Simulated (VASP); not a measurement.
## CdSe (CsCl): a LDA relaxation of cell and atoms in VASP

INCAR

```
GGA = CA
IBRION = 2
ISIF = 3
LREAL = .FALSE.
LWAVE = .FALSE.
EDIFF = 1E-7
ENCUT = 600
PREC = Accurate
NELM = 120
LCHARG = .FALSE.
ISMEAR = -1
LASPH = .TRUE.
NBANDS = 16
SIGMA = 0.02
EDIFFG = -5E-3
NSW = 40
```

KPOINTS

```
KPOINTS created by Atomic Simulation Environment
0
Gamma
6 6 6
0 0 0
```

POSCAR

```
Cd Se
 1.0000000000000000
     3.5571112203489168    0.0000000000000000    0.0000000000000000
     0.0000000000000000    3.5571112203489168    0.0000000000000000
     0.0000000000000000    0.0000000000000000    3.5571112203489168
 Cd  Se
   1   1
Cartesian
 -0.0000000000000000 -0.0000000000000000 -0.0000000000000000
  1.7785556101744584  1.7785556101744584  1.7785556101744584
```

VASP ran with the recommended LDA PAW datasets (18 valence electrons in the cell).

Command

```
mpirun -np 1 vasp_std
```

OSZICAR

```
N       E                     dE             d eps       ncg     rms          rms(c)
DAV:   1     0.120676262331E+03    0.12068E+03   -0.99853E+03   648   0.119E+03
DAV:   2    -0.178069801884E+01   -0.12246E+03   -0.11279E+03   768   0.274E+02
DAV:   3    -0.612286317183E+01   -0.43422E+01   -0.43305E+01   752   0.529E+01
DAV:   4    -0.613600190916E+01   -0.13139E-01   -0.13138E-01   808   0.289E+00
DAV:   5    -0.613604171258E+01   -0.39803E-04   -0.39803E-04   760   0.150E-01    0.590E+00
DAV:   6    -0.568543180629E+01    0.45061E+00   -0.10323E+00   752   0.110E+01    0.509E+00
DAV:   7    -0.567744471552E+01    0.79871E-02   -0.59711E-02   688   0.259E+00    0.265E+00
DAV:   8    -0.567111145512E+01    0.63333E-02   -0.80617E-03   744   0.845E-01    0.207E-01
DAV:   9    -0.567089559122E+01    0.21586E-03   -0.66343E-04   640   0.262E-01    0.661E-02
DAV:  10    -0.567087583428E+01    0.19757E-04   -0.18803E-04   712   0.167E-01    0.477E-02
DAV:  11    -0.567085623728E+01    0.19597E-04   -0.44076E-05   704   0.808E-02    0.161E-02
DAV:  12    -0.567084950922E+01    0.67281E-05   -0.49168E-06   728   0.222E-02    0.362E-03
DAV:  13    -0.567084916747E+01    0.34175E-06   -0.12662E-06   720   0.744E-03    0.133E-03
DAV:  14    -0.567084916367E+01    0.38015E-08   -0.99794E-08   472   0.293E-03
   1 F= -.56708492E+01 E0= -.56684194E+01  d E =-.567085E+01
```

From OUTCAR

```
k-points           NKPTS =     20   k-points in BZ     NKDIM =     20   number of bands    NBANDS=     16

   NELECT =      18.0000    total number of electrons

   dimension x,y,z NGX =    28 NGY =   28 NGZ =   28
   dimension x,y,z NGXF=    56 NGYF=   56 NGZF=   56

  energy-cutoff  :      600.00
  volume of cell :       40.93
      direct lattice vectors                 reciprocal lattice vectors
     3.446188720  0.000000000  0.000000000     0.290175635  0.000000000  0.000000000
     0.000000000  3.446188720  0.000000000     0.000000000  0.290175635  0.000000000
     0.000000000  0.000000000  3.446188720     0.000000000  0.000000000  0.290175635

 k-points in reciprocal lattice and weights: KPOINTS created by Atomic Simulation Env
   0.00000000  0.00000000  0.00000000       0.005
   0.16666667  0.00000000  0.00000000       0.028
   0.33333333  0.00000000  0.00000000       0.028
   0.50000000  0.00000000  0.00000000       0.014
   0.16666667  0.16666667  0.00000000       0.056
   0.33333333  0.16666667  0.00000000       0.111
   0.50000000  0.16666667  0.00000000       0.056
   0.33333333  0.33333333  0.00000000       0.056
   ...

 E-fermi :   4.0906

 k-point     1 :       0.0000    0.0000    0.0000
  band No.  band energies     occupation
      1     -10.2127      2.00000
      2      -4.7966      2.00000
      3      -4.7966      2.00000
      4      -4.2541      2.00000
      5      -4.2541      2.00000
      6      -4.2541      2.00000
      7       2.6109      2.00000
      8       2.6923      2.00000
      9       2.6923      2.00000
     10       2.6923      2.00000
     11      10.1721      0.00000
     12      10.1721      0.00000
     13      15.3125      0.00000
     14      15.3125      0.00000
     15      15.3125      0.00000
     16      19.2281      0.00000

 k-point     2 :       0.1667    0.0000    0.0000
  band No.  band energies     occupation
      1      -9.9950      2.00000
      2      -4.7803      2.00000
      3      -4.7266      2.00000
      4      -4.3281      2.00000
      5      -4.3281      2.00000
      6      -4.2484      2.00000
      7       0.2804      2.00000
      8       3.0038      2.00000
      9       3.0038      2.00000
     10       4.4834      0.00000
     11      10.3180      0.00000
     12      11.0934      0.00000
     13      13.8296      0.00000
     14      13.8296      0.00000
     15      14.3219      0.00000
     16      18.3006      0.00000

 k-point     3 :       0.3333    0.0000    0.0000
  band No.  band energies     occupation
      1      -9.4726      2.00000
      2      -4.7476      2.00000
      3      -4.6701      2.00000
      4      -4.4676      2.00000
      5      -4.4676      2.00000
      6      -4.2370      2.00000
      7      -1.6532      2.00000
      8       3.7238      2.00000
      9       3.7238      2.00000
     10       5.8184      0.00000
     11       9.9853      0.00000
     12      10.6885      0.00000
     13      11.6761      0.00000
     14      11.6761      0.00000
     15      16.0761      0.00000
     16      16.6377      0.00000

 k-point     4 :       0.5000    0.0000    0.0000
  band No.  band energies     occupation
      1      -9.1425      2.00000
      2      -4.7520      2.00000
      3      -4.7312      2.00000
      4      -4.5338      2.00000
      5      -4.5338      2.00000
      6      -4.2314      2.00000
      7      -2.3411      2.00000
      8       4.1649      0.04766
      9       4.1649      0.04766
     10       6.8792      0.00000
     11       8.4292      0.00000
     12      10.7150      0.00000
     13      10.7150      0.00000
     14      10.9413      0.00000
     15      15.1914      0.00000
     16      19.2923      0.00000

 k-point     5 :       0.1667    0.1667    0.0000
  band No.  band energies     occupation
      1      -9.7938      2.00000
      2      -4.7442      2.00000
      3      -4.6632      2.00000
      4      -4.3850      2.00000
      5      -4.3362      2.00000
      6      -4.2953      2.00000
      7       0.0949      2.00000
      8       1.5685      2.00000
      9       3.2620      2.00000
     10       5.8718      0.00000
     11      10.4092      0.00000
     12      11.6563      0.00000
     13      11.9737      0.00000
     14      13.3451      0.00000
     15      15.1214      0.00000
     16      17.1470      0.00000

 k-point     6 :       0.3333    0.1667    0.0000
  band No.  band energies     occupation
      1      -9.3217      2.00000
      2      -4.7164      2.00000
      3      -4.5692      2.00000
      4      -4.4466      2.00000
      5      -4.4348      2.00000
      6      -4.2890      2.00000
      7      -1.4077      2.00000
      8       1.8027      2.00000
      9       3.8440      1.99999
     10       6.7874      0.00000
     11       8.5706      0.00000
     12      11.7300      0.00000
     13      11.9595      0.00000
     14      12.3018      0.00000
     15      16.7609      0.00000
     16      17.0643      0.00000

 k-point     7 :       0.5000    0.1667    0.0000
  band No.  band energies     occupation
      1      -9.0338      2.00000
      2      -4.7006      2.00000
      3      -4.5617      2.00000
      4      -4.5055      2.00000
      5      -4.4567      2.00000
      6      -4.2795      2.00000
      7      -2.1510      2.00000
      8       2.3080      2.00000
      9       4.1851      0.01763
     10       6.4464      0.00000
     11       8.3592      0.00000
     12      11.2120      0.00000
     13      11.2848      0.00000
     14      12.1730      0.00000
     15      17.0799      0.00000
     16      17.4914      0.00000

 k-point     8 :       0.3333    0.3333    0.0000
  band No.  band energies     occupation
      1      -8.9894      2.00000
      2      -4.6699      2.00000
      3      -4.4162      2.00000
      4      -4.3780      2.00000
      5      -4.3376      2.00000
      6      -4.3057      2.00000
      7      -0.9492      2.00000
      8      -0.1187      2.00000
      9       4.0951      0.88825
     10       5.0203      0.00000
     11       9.1966      0.00000
     12      11.9679      0.00000
     13      12.5003      0.00000
     14      13.7486      0.00000
     15      15.6360      0.00000
     16      17.6179      0.00000

 k-point     9 :       0.5000    0.3333    0.0000
  band No.  band energies     occupation
      1      -8.8047      2.00000
      2      -4.6287      2.00000
      3      -4.4483      2.00000
      4      -4.3734      2.00000
      5      -4.2059      2.00000
      6      -4.1927      2.00000
      7      -1.5169      2.00000
      8       0.0982      2.00000
      9       3.7876      2.00000
     10       4.2276      0.00212
     11      10.0428      0.00000
     12      11.4886      0.00000
     13      12.6272      0.00000
     14      13.6171      0.00000
     15      15.7679      0.00000
     16      17.6463      0.00000

 k-point    10 :       0.5000    0.5000    0.0000
  band No.  band energies     occupation
      1      -8.6842      2.00000
      2      -4.5933      2.00000
      3      -4.4193      2.00000
      4      -4.4193      2.00000
      5      -4.0424      2.00000
      6      -3.9438      2.00000
      7      -0.8889      2.00000
      8      -0.8889      2.00000
      9       2.4076      2.00000
     10       4.2500      0.00069
     11      11.5134      0.00000
     12      11.5134      0.00000
     13      12.4173      0.00000
     14      14.5198      0.00000
     15      15.1539      0.00000
     16      15.1539      0.00000

 k-point    11 :       0.1667    0.1667    0.1667
  band No.  band energies     occupation
      1      -9.6051      2.00000
      2      -4.6508      2.00000
      3      -4.6508      2.00000
      4      -4.3807      2.00000
      5      -4.3807      2.00000
      6      -4.3475      2.00000
      7      -0.0337      2.00000
      8       1.9092      2.00000
      9       1.9092      2.00000
     10       6.8655      0.00000
     11      11.1072      0.00000
     12      11.3496      0.00000
     13      11.3496      0.00000
     14      13.2245      0.00000
     15      13.2245      0.00000
     16      19.2481      0.00000

 k-point    12 :       0.3333    0.1667    0.1667
  band No.  band energies     occupation
      1      -9.1680      2.00000
      2      -4.6311      2.00000
      3      -4.5466      2.00000
      4      -4.5335      2.00000
      5      -4.3504      2.00000
      6      -4.3076      2.00000
      7      -1.1807      2.00000
      8       1.6179      2.00000
      9       2.7159      2.00000
     10       6.7624      0.00000
     11       9.6020      0.00000
     12       9.6618      0.00000
     13      12.7687      0.00000
     14      12.9165      0.00000
     15      15.6059      0.00000
     16      18.5692      0.00000

 ...

  Total        0.0002376      0.0002376      0.0002376     -0.0000000     -0.0000000      0.0000000
  in kB        0.0093010      0.0093010      0.0093010     -0.0000000     -0.0000000      0.0000000
  external PRESSURE =       0.0093010 kB  Pullay stress =       0.0000000 kB

 POSITION                                       TOTAL-FORCE (eV/Angst)
 -----------------------------------------------------------------------------------
      0.00000      0.00000      0.00000         0.000000      0.000000      0.000000
      1.72309      1.72309      1.72309         0.000000      0.000000      0.000000
 -----------------------------------------------------------------------------------
    total drift:                               -0.000000      0.000000     -0.000000

  FREE ENERGIE OF THE ION-ELECTRON SYSTEM (eV)
  ---------------------------------------------------
  free  energy   TOTEN  =        -5.6708491637 eV

  energy  without entropy=       -5.6659897271  energy(sigma->0) =       -5.66841945
```

CONTCAR

```
Cd Se
   1.00000000000000
     3.4461887204239292    0.0000000000000000    0.0000000000000000
     0.0000000000000000    3.4461887204239292    0.0000000000000000
     0.0000000000000000    0.0000000000000000    3.4461887204239292
  Cd              Se
     1     1
Direct
     0.0000000000000000    0.0000000000000000    0.0000000000000000
     0.5000000000000000    0.5000000000000000    0.5000000000000000

  0.00000000E+00  0.00000000E+00  0.00000000E+00
  0.00000000E+00  0.00000000E+00  0.00000000E+00
```

| Item | Value |
| --- | --- |
| relaxed cell vector lengths | 3.446, 3.446, 3.446 Å |
| relaxed cell volume | 40.93 Å³ |

The run was restarted once from its relaxed cell; OSZICAR and OUTCAR are the second run's.

The run (the restart alone) took about 16 s on one core of a shared host (Intel Xeon Platinum 8488C) and held 0.15 GiB at most.
